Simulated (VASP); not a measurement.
# SiC (Moissanite): input slips in a relaxation and what they do

Some relaxations of SiC (Moissanite) get a fault in the input on purpose. Which of them show, and how? The starting structure is a measured crystal structure from the Crystallography Open Database. The first relaxation on each setting starts from this cell expanded by 3 % in volume.

Method: Kohn-Sham DFT with plane waves and PAW; PBEsol, in VASP 6.6.1.

## Step 1: Starting point

It takes space group P6_3mc (No. 186, hexagonal). The conventional cell has a = 3.081 Å, b = 3.081 Å, c = 15.125 Å, α = 90.00°, β = 90.00°, γ = 120.00°. Nearest to Si lie 4 C at 1.89 Å. Si has 4 C at 1.89 Å nearest. Nearest to Si lie 4 C at 1.88 to 1.90 Å. C has 4 Si at 1.89 to 1.90 Å nearest. Nearest to C lie 4 Si at 1.89 Å. C has 4 Si at 1.88 to 1.89 Å nearest. Farther neighbours are not listed.

Coordinates:

```xyz
12
Lattice="3.0810 0.0000 0.0000 -1.5405 2.6682 0.0000 0.0000 0.0000 15.1248" Properties=species:S:1:pos:R:3 pbc="T T T"
Si    0.0000    1.7788   12.5974
Si    1.5405    0.8894    5.0350
Si    1.5405    0.8894   10.0792
Si    0.0000    1.7788    2.5168
Si    0.0000    0.0000    7.5624
Si    0.0000    0.0000    0.0000
C     0.0000    0.0000   13.2282
C     0.0000    0.0000    5.6658
C     0.0000    1.7788   10.7084
C     1.5405    0.8894    3.1460
C     1.5405    0.8894    8.1855
C     0.0000    1.7788    0.6231
```

## Step 2: Reference relaxation

This run starts from the cell of an earlier relaxation, which isn't shown; the restart sets up the plane waves anew.

Contents of INCAR:

```
SYSTEM = SiC
PREC = Accurate
ENCUT = 520
EDIFF = 1E-06
NELM = 100
ISMEAR = 0
SIGMA = 0.03
LREAL = .FALSE.
ALGO = Normal
GGA = PS
NBANDS = 36
LORBIT = 11
LWAVE = .FALSE.
LCHARG = .FALSE.
KPAR = 16
IBRION = 2
NSW = 50
ISIF = 3
EDIFFG = -0.006
```

Contents of POSCAR:

```
SiC
1.0
    3.0804630372      0.0000000000      0.0000000000
   -1.5402315186      2.6677592457      0.0000000000
    0.0000000000      0.0000000000     15.1143895478
Si C
6 6
Direct
    0.3333333333      0.6666666667      0.8329959875
    0.6666666667      0.3333333333      0.3329959875
    0.6666666667      0.3333333333      0.6665039981
    0.3333333333      0.6666666667      0.1665039981
    0.0000000000      0.0000000000      0.4997215087
    0.0000000000      0.0000000000      0.9997215087
    0.0000000000      0.0000000000      0.8743688475
    0.0000000000      0.0000000000      0.3743688475
    0.3333333333      0.6666666667      0.7079993925
    0.6666666667      0.3333333333      0.2079993925
    0.6666666667      0.3333333333      0.5415102657
    0.3333333333      0.6666666667      0.0415102657
```

Contents of KPOINTS:

```
Automatic mesh
0
Gamma
9 9 2
0 0 0
```

The projector-augmented-wave data sets are Si and C (PBE family, release 64).

Launch:

```bash
mpirun -np 16 vasp_std
```

The log of the run:

```text
[banner, memory and clock lines left out]
running   16 mpi-ranks, on    1 nodes
 distrk:  each k-point on    1 cores,   16 groups
 distr:  one band on    1 cores,    1 groups

 POSCAR found type information on POSCAR SiC
 POSCAR found :  2 types and      12 ions
|                                                                             |
|           W    W    AA    RRRRR   N    N  II  N    N   GGGG   !!!           |
|           W    W   A  A   R    R  NN   N  II  NN   N  G    G  !!!           |
|           W    W  A    A  R    R  N N  N  II  N N  N  G       !!!           |
|           W WW W  AAAAAA  RRRRR   N  N N  II  N  N N  G  GGG   !            |
|           WW  WW  A    A  R   R   N   NN  II  N   NN  G    G                |
|           W    W  A    A  R    R  N    N  II  N    N   GGGG   !!!           |
|                                                                             |
|     For optimal performance we recommend to set                             |
|       NCORE = 2 up to number-of-cores-per-socket                            |
|     NCORE specifies how many cores store one orbital (NPAR=cpu/NCORE).      |
|     This setting can greatly improve the performance of VASP for DFT.       |
|     The default, NCORE=1 might be grossly inefficient on modern             |
|     multi-core architectures or massively parallel machines. Do your        |
|     Unfortunately you need to use the default for GW and RPA                |
|     calculations (for HF NCORE is supported but not extensively tested      |
|     yet).                                                                   |
|                                                                             |

|                                                                             |
|               ----> ADVICE to this user running VASP <----                  |
|                                                                             |
|     You enforced a specific xc type in the INCAR file but a different       |
|     [... a line on the potential file left out ...]
|     I HOPE YOU KNOW WHAT YOU ARE DOING!                                     |
|                                                                             |

 LDA part: xc-table for (Slater+PW92), standard interpolation
 POSCAR, INCAR and KPOINTS ok, starting setup
 FFT: planning ... GRIDC
 FFT: planning ... GRID_SOFT
 FFT: planning ... GRID
 WAVECAR not read
 entering main loop
       N       E                     dE             d eps       ncg     rms          rms(c)
DAV:   1     0.124318944906E+03    0.12432E+03   -0.21826E+04  1728   0.119E+03
DAV:   2    -0.942147468386E+02   -0.21853E+03   -0.20441E+03  2252   0.212E+02
DAV:   3    -0.106095178344E+03   -0.11880E+02   -0.11797E+02  2272   0.471E+01
DAV:   4    -0.106272278167E+03   -0.17710E+00   -0.17673E+00  2216   0.657E+00
DAV:   5    -0.106275990875E+03   -0.37127E-02   -0.37095E-02  2200   0.907E-01    0.214E+01
DAV:   6    -0.959388844731E+02    0.10337E+02   -0.29636E+01  2124   0.199E+01    0.975E+00
DAV:   7    -0.955890432739E+02    0.34984E+00   -0.30486E+00  2304   0.661E+00    0.397E+00
DAV:   8    -0.955139448713E+02    0.75098E-01   -0.20887E-01  2092   0.180E+00    0.118E+00
DAV:   9    -0.955036806324E+02    0.10264E-01   -0.26200E-02  2168   0.707E-01    0.169E-01
DAV:  10    -0.955040051856E+02   -0.32455E-03   -0.15422E-03  2144   0.177E-01    0.856E-02
DAV:  11    -0.955040298869E+02   -0.24701E-04   -0.11166E-04  2160   0.590E-02    0.144E-02
DAV:  12    -0.955040289194E+02    0.96746E-06   -0.72852E-06  2160   0.121E-02
   1 F= -.95504029E+02 E0= -.95504029E+02  d E =-.955040E+02
 curvature:   0.00 expect dE= 0.000E+00 dE for cont linesearch  0.000E+00
 trial: gam= 0.00000 g(F)=  0.174E-06 g(S)=  0.144E-05 ort = 0.000E+00 (trialstep = 0.100E+01)
 search vector abs. value=  0.162E-05
 reached required accuracy - stopping structural energy minimisation
```

The job ended after 9.4 s (16 MPI ranks of AMD EPYC 9R45, shared host; peak memory 4.3 GiB; 96 s of CPU time).

Lines that name or quote the potential files are left out of all logs, and their timing lines are given in words.

OUTCAR, selected parts (step 2):

```text
ion  position               nearest neighbor table
   1  0.333  0.667  0.833-   7 1.89   7 1.89   7 1.89   9 1.89   3 3.08   3 3.08   3 3.08   6 3.08
                             6 3.08   6 3.08
   2  0.667  0.333  0.333-   8 1.89   8 1.89   8 1.89  10 1.89   4 3.08   4 3.08   4 3.08   5 3.08
                             5 3.08   5 3.08
   3  0.667  0.333  0.667-   9 1.89   9 1.89   9 1.89  11 1.89   1 3.08   1 3.08   1 3.08   5 3.09
                             5 3.09   5 3.09
   4  0.333  0.667  0.167-  10 1.89  10 1.89  10 1.89  12 1.89   2 3.08   2 3.08   2 3.08   6 3.09
                             6 3.09   6 3.09
   5  0.000  0.000  0.500-  11 1.89  11 1.89  11 1.89   8 1.89   2 3.08   2 3.08   2 3.08   3 3.09
                             3 3.09   3 3.09
   6  0.000  0.000  1.000-  12 1.89  12 1.89  12 1.89   7 1.89   1 3.08   1 3.08   1 3.08   4 3.09
                             4 3.09   4 3.09
   7  0.000  0.000  0.874-   1 1.89   1 1.89   1 1.89   6 1.89
   8  0.000  0.000  0.374-   2 1.89   2 1.89   2 1.89   5 1.89
   9  0.333  0.667  0.708-   3 1.89   3 1.89   3 1.89   1 1.89
  10  0.667  0.333  0.208-   4 1.89   4 1.89   4 1.89   2 1.89
  11  0.667  0.333  0.542-   5 1.89   5 1.89   5 1.89   3 1.89
  12  0.333  0.667  0.042-   6 1.89   6 1.89   6 1.89   4 1.89

  LATTYP: Found a hexagonal cell.
 ALAT       =     3.0804630372
 C/A-ratio  =     4.9065317017

 Subroutine GETGRP returns: Found 12 space group operations
 (whereof  6 operations were pure point group operations)

The static configuration has the point symmetry C_3v.
 The point group associated with its full space group is C_6v.

 Found     24 irreducible k-points:

   k-points           NKPTS =     24   k-points in BZ     NKDIM =     24   number of bands    NBANDS=     36

   dimension x,y,z NGX =    24 NGY =   24 NGZ =  112
   dimension x,y,z NGXF=    48 NGYF=   48 NGZF=  224

   ENCUT  =  520.0 eV  38.22 Ry    6.18 a.u.   5.73  5.73 28.10*2*pi/ulx,y,z

   NELECT =      48.0000    total number of electrons

 k-points in reciprocal lattice and weights: Automatic mesh
   0.00000000  0.00000000  0.00000000       0.006
   0.11111111  0.00000000  0.00000000       0.037
   0.22222222 -0.00000000  0.00000000       0.037
   0.33333333  0.00000000  0.00000000       0.037
   0.44444444 -0.00000000  0.00000000       0.037
   0.11111111  0.11111111  0.00000000       0.037
   0.22222222  0.11111111  0.00000000       0.074
   0.33333333  0.11111111  0.00000000       0.074
   0.44444444  0.11111111  0.00000000       0.037
[...]
0.33333333  0.22222222  0.50000000       0.074
   0.33333333  0.33333333  0.50000000       0.012

 average (electrostatic) potential at core
       1 -80.0978       2 -80.0978       3 -80.1149       4 -80.1149       5 -80.1636
       6 -80.1636       7 -44.9332       8 -44.9332       9 -44.9469      10 -44.9469
      11 -45.0087      12 -45.0087

 E-fermi :   8.2384

 k-point     1 :       0.0000    0.0000    0.0000
  band No.  band energies     occupation
    ...
     20       7.7933      2.00000
     21       7.7933      2.00000
     22       8.0605      2.00000
     23       8.0969      2.00000
     24       8.0969      2.00000
     25      13.2094      0.00000
     26      13.3778      0.00000
     27      13.7888      0.00000
     28      14.3000      0.00000
     29      14.3460      0.00000
    ...

 k-point     2 :       0.1111    0.0000    0.0000
  band No.  band energies     occupation
    ...
     20       7.3563      2.00000
     21       7.5415      2.00000
     22       7.5952      2.00000
     23       7.9240      2.00000
     24       8.0046      2.00000
     25      13.3915      0.00000
     26      13.6810      0.00000
     27      13.7948      0.00000
     28      14.3575      0.00000
     29      14.5185      0.00000
    ...

 k-point     3 :       0.2222   -0.0000    0.0000
  band No.  band energies     occupation
    ...
     20       6.4857      2.00000
     21       7.0745      2.00000
     22       7.1063      2.00000
     23       7.5189      2.00000
     24       7.6693      2.00000
     25      11.9910      0.00000
     26      12.2910      0.00000
     27      12.6296      0.00000
     28      13.2866      0.00000
     29      13.9763      0.00000
    ...

  Total        0.0125682      0.0125682      0.0065936      0.0000000      0.0000000     -0.0000000
  in kB        0.1621181      0.1621181      0.0850514      0.0000000      0.0000000     -0.0000000
  external PRESSURE =       0.1364292 kB  Pullay stress =       0.0000000 kB

  energy-cutoff  :      520.00
  volume of cell :      124.21
      direct lattice vectors                 reciprocal lattice vectors
     3.080463037  0.000000000  0.000000000     0.324626521  0.187423209  0.000000000
    -1.540231519  2.667759246  0.000000000     0.000000000  0.374846419  0.000000000
     0.000000000  0.000000000 15.114389548     0.000000000  0.000000000  0.066162116

 POSITION                                       TOTAL-FORCE (eV/Angst)
 -----------------------------------------------------------------------------------
     -0.00000      1.77851     12.59023         0.000000      0.000000     -0.000396
      1.54023      0.88925      5.03303        -0.000000     -0.000000     -0.000396
      1.54023      0.88925     10.07380         0.000000     -0.000000     -0.000497
     -0.00000      1.77851      2.51661        -0.000000      0.000000     -0.000497
      0.00000      0.00000      7.55299         0.000000     -0.000000     -0.000454
      0.00000      0.00000     15.11018        -0.000000      0.000000     -0.000454
      0.00000      0.00000     13.21555         0.000000      0.000000      0.000748
      0.00000      0.00000      5.65836         0.000000      0.000000      0.000748
     -0.00000      1.77851     10.70098        -0.000000      0.000000      0.000775
      1.54023      0.88925      3.14378         0.000000     -0.000000      0.000775
      1.54023      0.88925      8.18460        -0.000000      0.000000     -0.000176
     -0.00000      1.77851      0.62740         0.000000     -0.000000     -0.000176
 -----------------------------------------------------------------------------------
    total drift:                               -0.000000     -0.000000      0.000380

  FREE ENERGIE OF THE ION-ELECTRON SYSTEM (eV)
  ---------------------------------------------------
  free  energy   TOTEN  =       -95.5040289194 eV

  energy  without entropy=      -95.5040289194  energy(sigma->0) =      -95.50402892

 reached required accuracy - stopping structural energy minimisation

 total charge
# of ion       s       p       d       tot
------------------------------------------
    1        0.709   0.970   0.000   1.679
    2        0.709   0.970   0.000   1.679
    3        0.708   0.973   0.000   1.681
    4        0.708   0.973   0.000   1.681
    5        0.708   0.971   0.000   1.680
    6        0.708   0.971   0.000   1.680
    7        0.833   1.699   0.000   2.533
    8        0.833   1.699   0.000   2.533
    9        0.833   1.699   0.000   2.532
   10        0.833   1.699   0.000   2.532
   11        0.833   1.698   0.000   2.531
   12        0.833   1.698   0.000   2.531
--------------------------------------------------
tot          9.249  16.021   0.000  25.271

[... 3 further parts left out ...]
```

The PAW data sets were made with PBE, which is usual practice but a small mismatch for other functionals. The run keeps the 12 symmetry operations of its start, so it cannot find a distortion of lower symmetry.

The reference relaxation ends at 10.351 Å³ an atom.

## Step 3: Relaxation with a smearing far too wide

A slip made on purpose: a smearing far too wide. Against step 2 the input has SIGMA = 2 (also changed: NELM).

Edit INCAR of step 2 so:

```diff
@@ -4,5 +4,5 @@
 EDIFF = 1E-06
-NELM = 100
+NELM = 60
 ISMEAR = 0
-SIGMA = 0.03
+SIGMA = 2
 LREAL = .FALSE.
```

Contents of POSCAR:

```
SiC
1.0
    3.1115069345      0.0000000000      0.0000000000
   -1.5557534673      2.6946440494      0.0000000000
    0.0000000000      0.0000000000     15.2745602347
Si C
6 6
Direct
    0.3333333333      0.6666666667      0.8329000000
    0.6666666667      0.3333333333      0.3329000000
    0.6666666667      0.3333333333      0.6664000000
    0.3333333333      0.6666666667      0.1664000000
    0.0000000000      0.0000000000      0.5000000000
    0.0000000000      0.0000000000      0.0000000000
    0.0000000000      0.0000000000      0.8746000000
    0.0000000000      0.0000000000      0.3746000000
    0.3333333333      0.6666666667      0.7080000000
    0.6666666667      0.3333333333      0.2080000000
    0.6666666667      0.3333333333      0.5412000000
    0.3333333333      0.6666666667      0.0412000000
```

KPOINTS is that of step 2.

Launch:

```bash
mpirun -np 16 vasp_std
```

The log of the run:

```text
[banner, memory and clock lines left out]
running   16 mpi-ranks, on    1 nodes
[...]
[... a notice as in an earlier step ...]

 [... a notice as in an earlier step ...]

 LDA part: xc-table for (Slater+PW92), standard interpolation
 POSCAR, INCAR and KPOINTS ok, starting setup
[...]
entering main loop
       N       E                     dE             d eps       ncg     rms          rms(c)
DAV:   1     0.113860242117E+03    0.11386E+03   -0.21562E+04  1728   0.118E+03
DAV:   2    -0.938100296976E+02   -0.20767E+03   -0.19565E+03  2272   0.207E+02
DAV:   3    -0.105644467789E+03   -0.11834E+02   -0.11739E+02  2264   0.463E+01
DAV:   4    -0.105828743740E+03   -0.18428E+00   -0.18385E+00  2208   0.657E+00
[...]
DAV:  10    -0.959661051027E+02   -0.27168E-03   -0.13652E-03  2144   0.165E-01    0.840E-02
DAV:  11    -0.959661199331E+02   -0.14830E-04   -0.10498E-04  2180   0.563E-02    0.158E-02
DAV:  12    -0.959661193239E+02    0.60916E-06   -0.99892E-06  2132   0.132E-02
   1 F= -.95966119E+02 E0= -.94854442E+02  d E =-.959661E+02
[... from here on, the cycles between the ionic steps are left out ...]
   2 F= -.95965598E+02 E0= -.94921180E+02  d E =0.521115E-03
   3 F= -.96029258E+02 E0= -.94953137E+02  d E =-.631385E-01
   4 F= -.96029244E+02 E0= -.94953737E+02  d E =-.631245E-01
   5 F= -.96029459E+02 E0= -.94953678E+02  d E =-.215464E-03
   6 F= -.96029464E+02 E0= -.94953636E+02  d E =-.220488E-03
   7 F= -.96029471E+02 E0= -.94952436E+02  d E =-.636796E-05
   8 F= -.96029488E+02 E0= -.94953032E+02  d E =-.238227E-04
[...]
reached required accuracy - stopping structural energy minimisation
```

Elapsed: 41 s, on 16 MPI ranks; peak memory 5.1 GiB.

Parts of OUTCAR (step 3):

```text
  Total       -0.0014158     -0.0014158     -0.0111410      0.0000000      0.0000000      0.0000000
  in kB       -0.0182039     -0.0182039     -0.1432520      0.0000000      0.0000000      0.0000000
  external PRESSURE =      -0.0598866 kB  Pullay stress =       0.0000000 kB

 POSITION                                       TOTAL-FORCE (eV/Angst)
 -----------------------------------------------------------------------------------
     -0.00000      1.77998     12.60479         0.000000     -0.000000     -0.001226
      1.54151      0.88999      5.03607        -0.000000     -0.000000     -0.001226
      1.54151      0.88999     10.08836         0.000000      0.000000      0.000721
     -0.00000      1.77998      2.51964        -0.000000      0.000000      0.000721
     -1.54151      2.66997      7.56635        -0.000000      0.000000      0.001411
      0.00000      0.00000     15.13506        -0.000000      0.000000      0.001411
      0.00000      0.00000     13.23894        -0.000000     -0.000000     -0.001636
      0.00000      0.00000      5.67022        -0.000000     -0.000000     -0.001636
     -0.00000      1.77998     10.71680         0.000000      0.000000      0.000426
      1.54151      0.88999      3.14809         0.000000     -0.000000      0.000426
      1.54151      0.88999      8.19791         0.000000     -0.000000      0.000304
     -0.00000      1.77998      0.62919        -0.000000      0.000000      0.000304
 -----------------------------------------------------------------------------------
    total drift:                                0.000000      0.000000      0.000475

  FREE ENERGIE OF THE ION-ELECTRON SYSTEM (eV)
  ---------------------------------------------------
  free  energy   TOTEN  =       -96.0294881131 eV

  energy  without entropy=      -93.8765766201  energy(sigma->0) =      -94.95303237

[... 2 parts as in an earlier step ...]

[... 2 further parts left out ...]
[key lines of the parts left out:]
E-fermi :   9.3315
```

With a smearing far too wide the cell ends at 10.384 Å³ an atom, +0.32 % from the reference.

[end of part 1 of 2]

[Lines on the potential files, build, host, timing and source positions are cut from VASP's logs without a mark.]

[Logs are printed without paths, hosts, clocks, repeated set-up lines and the standing remarks that a program may print on its own settings, such as how far it seeks lower states.]

[Hosts, paths, dates, database ids (printed as entryN), source tags and the programs' standing remarks are cut or masked in the printed files.]
